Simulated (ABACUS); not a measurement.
KF (Carobbiite):

```
CELL_PARAMETERS angstrom
0.00000 2.67185 2.67185
2.67185 0.00000 2.67185
2.67185 2.67185 0.00000
ATOMIC_POSITIONS crystal
K 0.00000 0.00000 0.00000
F 0.50000 0.50000 0.50000
```

| Property | Result |
| --- | --- |
| Program | ABACUS 3.10.1 |
| Task | single point |
| Functional | PBE |
| Potentials or basis | PseudoDojo NC SR 0.4.1 PBE standard |
| Cutoff | 1361 eV |
| Density cutoff | 5442 eV |
| Basis | DZP LCAO (the cutoffs set its grid) |
| k mesh | 9 × 9 × 9 |
| Occupations | fermi-dirac, width 0.05 eV |
| Spin | no spin polarisation |

On this cell: pressure 1.1 GPa; largest force zero by symmetry; band gap on the k mesh 6.06 eV, direct.

The same run follows on a disturbed copy (atoms moved at random, drawn with an rms of 0.05 Å):

```xyz
2
Lattice="0.0000 2.6719 2.6719 2.6719 0.0000 2.6719 2.6719 2.6719 0.0000" Properties=species:S:1:pos:R:3 pbc="T T T"
K    -0.0248    0.0277   -0.0214
F     2.6824    2.7193    2.6379
```

Question: What changes?

Answer: The energy moves by +0.8 meV/atom; pressure 1.1 GPa; largest force 0.070 eV/Å; band gap on the k mesh 6.06 eV, direct.

Forces on the atoms (eV/Å):
```
K    0.058  0.032 -0.020
F   -0.058 -0.032  0.020
```

Caveats: the atomic orbitals were generated for these runs and aren't a published set; an odd mesh through Γ misses points on the zone boundary, where band edges often lie; the basis of atomic orbitals isn't converged, which shifts pressures, moduli and gaps.
